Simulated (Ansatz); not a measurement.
**W in Ansatz: the effect of functional**

W, a slab with vacuum:

```
W
1.0
     2.87085    0.00000    0.00000
    -1.43543    2.48623    0.00000
     0.00000    0.00000   24.37617
W
5
Direct
  0.66667 0.33333 0.30768
  0.33333 0.66667 0.40384
  0.00000 0.00000 0.50000
  0.66667 0.33333 0.59616
  0.33333 0.66667 0.69232
```

The slab is cut from a database's or a generator's crystal, which needn't be the stable form of the element.

Alike in all runs:

| Item | Value |
| --- | --- |
| Program | Ansatz 0.2.0 |
| Task | single point |
| Potentials or basis | all-electron LAPW, scalar-relativistic |
| Cutoff | 233 eV (chosen from the basis error) |
| Basis error allowed | 0.002 eV/atom |
| k mesh | 11 × 11 × 1 |
| Occupations | fermi-dirac, width 0.05 eV |
| Spin | no spin polarisation |

```csv
functional,largest force (eV/Å),work function (eV)
PBE,0.20,4.98
LDA,0.61,5.25
PBEsol,?,?
```

What does the run with functional PBEsol give?

Largest force 0.38 eV/Å; work function 5.08 eV.
